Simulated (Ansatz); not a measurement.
**Cs in Ansatz: the effect of target pressure**

Cs:

```
Cs
1.0
     0.00000    3.94834    3.94834
     3.94834    0.00000    3.94834
     3.94834    3.94834    0.00000
Cs
1
Direct
  0.00000 0.00000 0.00000
```

This isn't the form of Cs at room conditions, which is bcc.

Alike in all runs:

- Program: Ansatz 0.2.0
- Task: relaxation of cell and atoms
- Functional: PBEsol
- Potentials or basis: all-electron LAPW, scalar-relativistic
- Basis error allowed: 0.001 eV/atom
- k mesh: 6 × 6 × 6
- Occupations: fermi-dirac, width 0.05 eV
- Spin: no spin polarisation

Each run relaxes the cell or the atoms first.

```tsv
target pressure	relaxed volume (Å³/atom)
0 GPa	?
5 GPa	46.22
10 GPa	32.42
20 GPa	27.01
30 GPa	24.65
```

What does the run with target pressure 0 GPa give?

Relaxed volume 110.80 Å³/atom.

Worked out: A parabola through the other rows of the relaxed volume, of slope -2.64 Å³/atom per GPa there, extrapolates to 56.48 Å³/atom, against the run's 110.80.

Caveats: the volume moved by over 15 % at a fixed basis, so the end points are rough (some runs).

The runs don't all hold the same shells in valence.
